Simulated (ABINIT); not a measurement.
# InP (F-43m) in ABINIT: a series of runs, part 2 of 2

ABINIT 10.8.3 (patched build). The steps go on from the part before.

## 3. Band structure, PW91

run.abi

```
ndtset 2

pp_dirpath "./"
pseudos "In.GGA_PBE-JTH_sp.xml, P.GGA_PBE-JTH.xml"

acell 3*1.0
rprim
     0.0000000000     5.5378424082     5.5378424082
     5.5378424082     0.0000000000     5.5378424082
     5.5378424082     5.5378424082     0.0000000000
ntypat 2
znucl 49 15
natom 2
typat 1 2
xred
     0.0000000000     0.0000000000     0.0000000000
     0.7500000000     0.7500000000     0.7500000000

ecut 20.0
pawecutdg 40.0

ixc -109134

occopt 3
tsmear 0.05 eV

nstep 100

iomode 3
prtwf 0
prteig 0
prtebands 0
enunit 1
prtden1 1
prtvha1 1
prtvclmb1 1
prtpot1 1

kptopt1 1
ngkpt1 8 8 8
nshiftk1 1
shiftk1 0.0 0.0 0.0
nband1 8
tolvrs1 1.0e-9

iscf2 -2
getden2 1
nband2 12
nbdbuf2 2
tolwfr2 1.0e-12
kptopt2 -9
ndivsm2 5
prteig2 1
prtvol2 -3
kptbounds2
     0.0000000000     0.0000000000     0.0000000000
     0.5000000000     0.0000000000     0.5000000000
     0.5000000000     0.2500000000     0.7500000000
     0.3750000000     0.3750000000     0.7500000000
     0.0000000000     0.0000000000     0.0000000000
     0.5000000000     0.5000000000     0.5000000000
     0.6250000000     0.2500000000     0.6250000000
     0.5000000000     0.2500000000     0.7500000000
     0.5000000000     0.5000000000     0.5000000000
     0.3750000000     0.3750000000     0.7500000000
```

Potentials or basis: JTH PAW PBE v2.0 sp.

Started as:

```console
> abinit run.abi > log 2>&1
```

run.abo:

```text
.Version 10.8.3 of ABINIT
 DATASET    1 : space group F-4 3 m (#216); Bravais cF (face-center cubic)
================================================================================
 Values of the parameters that define the memory need for DATASET  1.
     intxc =       0    ionmov =       0      iscf =      17    lmnmax =      13
     lnmax =       5     mgfft =      32  mpssoang =       3    mqgrid =    3001
     natom =       2  nloc_mem =       2    nspden =       1   nspinor =       1
    nsppol =       1      nsym =      24    n1xccc =       1    ntypat =       2
    occopt =       3   xclevel =       2
       mpw =        1475          nfft =       32768          nkpt =          29
 PAW method is used; the additional fine FFT grid is defined by:
   mgfftf=        48    nfftf =    110592
================================================================================
================================================================================

 DATASET    2 : space group F-4 3 m (#216); Bravais cF (face-center cubic)
================================================================================
 Values of the parameters that define the memory need for DATASET  2.
     intxc =       0    ionmov =       0      iscf =      -2    lmnmax =      13
     lnmax =       5     mgfft =      32  mpssoang =       3    mqgrid =    3001
     natom =       2  nloc_mem =       2    nspden =       1   nspinor =       1
    nsppol =       1      nsym =      24    n1xccc =       1    ntypat =       2
    occopt =       3   xclevel =       2
       mpw =        1475          nfft =       32768          nkpt =          87
 PAW method is used; the additional fine FFT grid is defined by:
   mgfftf=        48    nfftf =    110592
================================================================================
================================================================================

--------------------------------------------------------------------------------
------------- Echo of variables that govern the present computation ------------
--------------------------------------------------------------------------------
 -outvars: echo values of preprocessed input variables --------
            acell      1.0000000000E+00  1.0000000000E+00  1.0000000000E+00 Bohr
              amu      1.14820000E+02  3.09737620E+01
             ecut      2.00000000E+01 Hartree
           enunit           1
           getden1          0
           getden2          1
             iscf1         17
             iscf2         -2
              ixc     -109134
           jdtset        1    2
           kptopt1          1
           kptopt2         -9
         kptrlatt        8    0    0      0    8    0      0    0    8
          kptrlen1     6.26535347E+01
          kptrlen2     3.00000000E+01
            natom           2
            nband1          8
            nband2         12
           nbdbuf1          0
           nbdbuf2          2
           ndtset           2
           ndivsm1          0
           ndivsm2          5
            ngfft          32      32      32
          ngfftdg          48      48      48
             nkpt1         29
             nkpt2         87
            nstep         100
             nsym          24
           ntypat           2
           occopt           3
[... 687 lines left out ...]
 -2.8061E-01 -1.3312E-01 -4.9606E-02  6.1432E-03  1.6449E-01  2.5108E-01
  3.2219E-01  3.2243E-01  3.8064E-01  4.2449E-01  5.3589E-01  5.5993E-01
 Non-SCF case, kpt   86 (  0.38889  0.38889  0.72222), residuals and eigenvalues=
  3.43E-13  3.51E-13  6.25E-13  4.01E-13  2.45E-13  5.79E-13  3.97E-13  2.15E-13
  4.20E-13  3.46E-13  1.05E-06  6.23E-05
 -2.7769E-01 -1.3438E-01 -5.3042E-02  1.9032E-03  1.6040E-01  2.4424E-01
  3.3595E-01  3.3706E-01  3.7250E-01  4.2506E-01  5.4874E-01  5.8083E-01
 Non-SCF case, kpt   87 (  0.37500  0.37500  0.75000), residuals and eigenvalues=
  6.65E-13  9.13E-13  6.89E-13  8.08E-13  2.67E-13  6.82E-13  1.84E-13  1.69E-13
  3.28E-13  6.01E-13  2.62E-07  8.14E-05
 -2.7597E-01 -1.3595E-01 -5.2146E-02 -1.4985E-03  1.5693E-01  2.3289E-01
  3.4834E-01  3.4851E-01  3.7243E-01  4.3061E-01  5.4648E-01  5.8228E-01

--- !ResultsGS
iteration_state: {dtset: 2, }
comment   : Summary of ground state results
lattice_vectors:
- [  0.0000000,   5.5378424,   5.5378424, ]
- [  5.5378424,   0.0000000,   5.5378424, ]
- [  5.5378424,   5.5378424,   0.0000000, ]
lattice_lengths: [   7.83169,    7.83169,    7.83169, ]
lattice_angles: [ 60.000,  60.000,  60.000, ] # degrees, (23, 13, 12)
lattice_volume:   3.3966576E+02
convergence: {deltae:  0.000E+00, res2:  0.000E+00, residm:  9.989E-13, diffor:  0.000E+00, }
etotal    :  -8.77219453E+00
entropy   :   0.00000000E+00
fermie    :   8.44388622E-02
cartesian_stress_tensor: null
pressure_GPa: null
xred      :
- [  0.0000E+00,   0.0000E+00,   0.0000E+00, In]
- [  7.5000E-01,   7.5000E-01,   7.5000E-01,  P]
cartesian_forces: null
force_length_stats: {min: null, max: null, mean: null, }
...

 Integrated electronic density in atomic spheres:
 ------------------------------------------------
 Atom  Sphere_radius  Integrated_density
    1        2.90115          2.39191270
    2        1.60765          1.59581156

================================================================================

 ----iterations are completed or convergence reached----

 Mean square residual over all n,k,spin=   49.271E-14; max=  99.885E-14
 reduced coordinates (array xred) for    2 atoms
       0.000000000000      0.000000000000      0.000000000000
       0.750000000000      0.750000000000      0.750000000000

 cartesian coordinates (angstrom) at end:
    1      0.00000000000000     0.00000000000000     0.00000000000000
    2      4.39574999700532     4.39574999700532     4.39574999700532
 length scales=  1.000000000000  1.000000000000  1.000000000000 bohr
              =  0.529177210544  0.529177210544  0.529177210544 angstroms
 Eigenvalues (   eV  ) for nkpt=  87  k points:
 kpt#   1, nband= 12, wtk=  1.00000, kpt=  0.0000  0.0000  0.0000 (reduced coord)
  -9.62128    1.88890    1.88890    1.88890    2.64386    6.02257    6.02257    6.02257
  10.49096   11.15506   11.15506   13.08799
 kpt#   2, nband= 12, wtk=  1.00000, kpt=  0.0357  0.0000  0.0357 (reduced coord)
  -9.60408    1.60195    1.83809    1.83809    2.92780    5.95578    6.09150    6.09150
  10.60038   10.94891   11.16909   13.12702
 kpt#   3, nband= 12, wtk=  1.00000, kpt=  0.0714  0.0000  0.0714 (reduced coord)
  -9.55266    1.11076    1.69645    1.69645    3.40664    5.77507    6.28775    6.28775
  10.46267   10.92776   11.21114   13.24348
 kpt#   4, nband= 12, wtk=  1.00000, kpt=  0.1071  0.0000  0.1071 (reduced coord)
  -9.46755    0.58909    1.48936    1.48936    3.89555    5.52264    6.58572    6.58572
   9.92126   11.28091   11.40112   13.43580
 kpt#   5, nband= 12, wtk=  1.00000, kpt=  0.1429  0.0000  0.1429 (reduced coord)
  -9.34971    0.06241    1.24432    1.24432    4.34612    5.24086    6.95823    6.95823
   9.41718   11.37784   11.99110   13.70070
 kpt#   6, nband= 12, wtk=  1.00000, kpt=  0.1786  0.0000  0.1786 (reduced coord)
  -9.20061   -0.46210    0.98397    0.98397    4.69732    4.97687    7.38344    7.38344
[... 230 lines left out ...]
  -7.83098   -3.64890   -0.80790    0.44260    4.62741    6.55659    7.91607    8.77753
  10.93877   11.77406   13.27391   14.48002
 kpt#  84, nband= 12, wtk=  1.00000, kpt=  0.4167  0.4167  0.6667 (reduced coord)
  -7.73198   -3.61972   -1.13201    0.29986    4.58119    6.78142    8.34116    8.64725
  10.63741   11.63059   13.93186   14.84620
 kpt#  85, nband= 12, wtk=  1.00000, kpt=  0.4028  0.4028  0.6944 (reduced coord)
  -7.63587   -3.62225   -1.34984    0.16716    4.47611    6.83231    8.76722    8.77365
  10.35773   11.55089   14.58218   15.23635
 kpt#  86, nband= 12, wtk=  1.00000, kpt=  0.3889  0.3889  0.7222 (reduced coord)
  -7.55628   -3.65679   -1.44334    0.05179    4.36460    6.64601    9.14176    9.17175
  10.13630   11.56636   14.93194   15.80519
 kpt#  87, nband= 12, wtk=  1.00000, kpt=  0.3750  0.3750  0.7500 (reduced coord)
  -7.50955   -3.69925   -1.41897   -0.04078    4.27032    6.33714    9.47888    9.48340
  10.13440   11.71744   14.87036   15.84456

== END DATASET(S) ==============================================================
================================================================================

 -outvars: echo values of variables after computation  --------
            acell      1.0000000000E+00  1.0000000000E+00  1.0000000000E+00 Bohr
           etotal1    -8.7721945283E+00
            fcart1     1.2155660204E-29  6.0778301021E-30 -2.4311320409E-29
                      -1.2155660204E-29 -6.0778301021E-30  2.4311320409E-29
            rprim      0.0000000000E+00  5.5378424082E+00  5.5378424082E+00
                       5.5378424082E+00  0.0000000000E+00  5.5378424082E+00
                       5.5378424082E+00  5.5378424082E+00  0.0000000000E+00
           strten1    -1.8784642972E-04 -1.8784642972E-04 -1.8784642972E-04
                       0.0000000000E+00  0.0000000000E+00  0.0000000000E+00
           xangst      0.0000000000E+00  0.0000000000E+00  0.0000000000E+00
                       4.3957499970E+00  4.3957499970E+00  4.3957499970E+00
             xred      0.0000000000E+00  0.0000000000E+00  0.0000000000E+00
                       7.5000000000E-01  7.5000000000E-01  7.5000000000E-01
 Calculation completed.
```

It took 31 s on 1 thread of Arm Neoverse V2, shared host; peak memory 0.13 GiB.

Results:

* Free energy: -238.7036 eV
* Band gap on the k mesh: 0.75 eV, direct
* Valence electrons inside the program's atomic spheres: In 2.39; P 1.60

Levels at the corners of the path, in eV from the valence-band top:
```csv
point,band 1,band 2,band 3,band 4,band 5,band 6,band 7,band 8,band 9
Γ,-11.51,0.00,0.00,0.00,0.75,4.13,4.13,4.13,8.60
X,-9.37,-5.75,-2.31,-2.31,1.77,2.29,9.31,9.60,9.60
W,-9.32,-5.57,-2.98,-2.89,4.34,4.44,5.63,6.24,10.11
K,-9.40,-5.59,-3.31,-1.93,2.38,4.45,7.59,7.59,8.25
Γ,-11.51,0.00,0.00,0.00,0.75,4.13,4.13,4.13,8.60
L,-10.00,-5.71,-0.96,-0.96,1.53,4.84,4.84,7.17,9.58
U,-9.40,-5.59,-3.31,-1.93,2.38,4.45,7.59,7.59,8.25
W,-9.32,-5.57,-2.98,-2.89,4.34,4.44,5.63,6.24,10.11
L,-10.00,-5.71,-0.96,-0.96,1.53,4.84,4.84,7.17,9.58
K,-9.40,-5.59,-3.31,-1.93,2.38,4.45,7.59,7.59,8.25
```

Caveat: the cutoff is too short for stress, so the log's stress isn't used; the PAW data sets were made with another functional, which shifts forces and pressure a little; spin-orbit coupling is left out, which moves the levels of the heavy elements; this set keeps more shells in the core, which shifts pressures and gaps.

## 4. Band structure, SOGGA

Edit run.abi of step 3 so:

```diff
@@ -5,7 +5,7 @@
 
-acell 3*1.0
+acell 7.83169184 7.83169184 7.83169184
 rprim
-     0.0000000000     5.5378424082     5.5378424082
-     5.5378424082     0.0000000000     5.5378424082
-     5.5378424082     5.5378424082     0.0000000000
+     0.0000000000     0.7071067812     0.7071067812
+     0.7071067812     0.0000000000     0.7071067812
+     0.7071067812     0.7071067812     0.0000000000
 ntypat 2
@@ -21,6 +21,6 @@
 
-ixc -109134
+ixc -150130
 
 occopt 3
-tsmear 0.05 eV
+tsmear 0.00183747
 
@@ -34,5 +34,2 @@
 prtden1 1
-prtvha1 1
-prtvclmb1 1
-prtpot1 1
```

Started as:

```console
> abinit run.abi > log 2>&1
```

It took 32 s on 1 thread of Arm Neoverse V2, shared host; peak memory 0.13 GiB.

The run converged. Its results:

```
Free energy                                           : -237.5106 eV
Band gap on the k mesh                                : 0.75 eV, direct
Valence electrons inside the program's atomic spheres : In 2.39; P 1.57
```

Levels at the corners of the path, in eV from the valence-band top:
```csv
point,band 1,band 2,band 3,band 4,band 5,band 6,band 7,band 8
Γ,-11.53,0.00,0.00,0.00,0.75,4.06,4.06,4.06
X,-9.35,-5.78,-2.35,-2.35,1.61,2.18,9.23,9.59
W,-9.30,-5.60,-3.05,-2.97,4.21,4.45,5.55,6.08
K,-9.38,-5.62,-3.39,-1.97,2.25,4.38,7.48,7.55
Γ,-11.53,0.00,0.00,0.00,0.75,4.06,4.06,4.06
L,-9.99,-5.78,-0.98,-0.98,1.48,4.75,4.75,6.99
U,-9.38,-5.62,-3.39,-1.97,2.25,4.38,7.48,7.55
W,-9.30,-5.60,-3.05,-2.97,4.21,4.45,5.55,6.08
L,-9.99,-5.78,-0.98,-0.98,1.48,4.75,4.75,6.99
K,-9.38,-5.62,-3.39,-1.97,2.25,4.38,7.48,7.55
```

Caveat: the cutoff is too short for stress, so the log's stress isn't used; the PAW data sets were made with another functional, which shifts forces and pressure a little; spin-orbit coupling is left out, which moves the levels of the heavy elements; this set keeps more shells in the core, which shifts pressures and gaps.

## 5. Overview

| task | level | potentials or basis | gap on the mesh (eV) |
| --- | --- | --- | --- |
| equation of state | LDA-Teter | JTH PAW LDA v2.0 | - |
| band structure | PW91 | JTH PAW PBE v2.0 sp | 0.75 |
| band structure | SOGGA | JTH PAW PBE v2.0 sp | 0.75 |

Alike in all rows: no spin polarisation; cell as given; k mesh 8 × 8 × 8; cutoff (eV) 544; smearing fermi-dirac 0.05 eV.

Caveats: the PAW data sets were made with another functional, which shifts forces and pressure a little (some runs); spin-orbit coupling is left out, which moves the levels of the heavy elements (some runs); this set keeps more shells in the core, which shifts pressures and gaps (some runs); pressures at fixed basis lie under the slope of the energies (some runs).

Total energies depend on the potentials used, so only differences within one code and one set of settings carry meaning.

## 6. How close it comes

Step 2. Measured bulk modulus of InP: 71 GPa (a printed reference work, data compilation). This calculation gives 71 GPa (-0.6 %). The fit is for a static lattice scaled at fixed shape and fixed fractional positions.

Step 3. Against the measured gap of InP, 1.4236 eV (direct; 1.6 K; a printed reference work, data compilation), the calculated 0.75 eV is off by -0.67 eV. Spin-orbit coupling on In is left out. The value is that of PW91, without temperature or zero-point motion. Semilocal functionals fall short of measured gaps as a rule.

Step 4. A measured gap of InP is 1.4236 eV (direct; 1.6 K; a printed reference work, data compilation); the calculated 0.75 eV misses it by -0.67 eV. Spin-orbit coupling on In is left out. The value is that of SOGGA, without temperature or zero-point motion.
